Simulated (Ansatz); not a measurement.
**Ta: energy along a strain**

Ta, P6_3/mmc, a = 2.867 Å, c = 5.091 Å. This isn't the element's structure at ambient conditions. Ansatz: PBEsol, PAW, 420 eV, Γ-centred 24×24×12 mesh on 2 atoms, Gaussian smearing 0.15 eV; no spin polarisation. Cell vectors (Å): 2.867 0.000 0.000; -1.433 2.483 0.000; 0.000 0.000 5.091. The cell is strained by x per cent times the pattern (0 0 1 0 0 0) in the order xx yy zz yz xz xy (engineering shears), with fractional coordinates held. y is the free energy over the start, V0 = 18.121 Å³/atom.

| x (%) | y (meV/atom) |
| --- | --- |
| -6.00 | ? |
| -4.50 | 38.03 |
| -3.00 | 16.51 |
| -1.50 | 3.98 |
| 0.00 | 0.00 |
| 1.50 | 4.07 |
| 3.00 | 15.60 |
| 4.50 | 33.92 |
| 5.25 | 45.43 |
| 6.00 | 58.41 |

Q: Fit y = c1 x + c2 x² + c3 x³ to the other rows, get the stiffness along the pattern, and predict the missing energy.

A: Least squares on the rows shown. y = 0.11479 x + 1.7768 x² − 0.028719 x³. The clamped-ion stiffness p·C·p = 2 × 17.77 eV × 160.2 / 18.121 Å³ = 314 GPa, which is C33 in these axes; c1 is there for the stress left in the start, which by itself gives a slope of 0.09 meV/atom per %. At x = -6.00 the fit asked for gives 69.48 meV/atom. The run gave 68.73 meV/atom, so the fit is 0.75 meV/atom too high, 1.1 % of the span of the series, against an rms of 0.05 meV/atom on the fitted rows. The row lies outside the fitted range. With a term in x⁴ added, a fit to the same known rows predicts 68.96 meV/atom, so most of the miss is curvature that the known rows already hold.

Spin–orbit coupling is left out, which can shift energies with elements as heavy as these.

Cost: 10 runs of about 2.1 core-minutes in all, on Arm Neoverse V1 (shared hosts).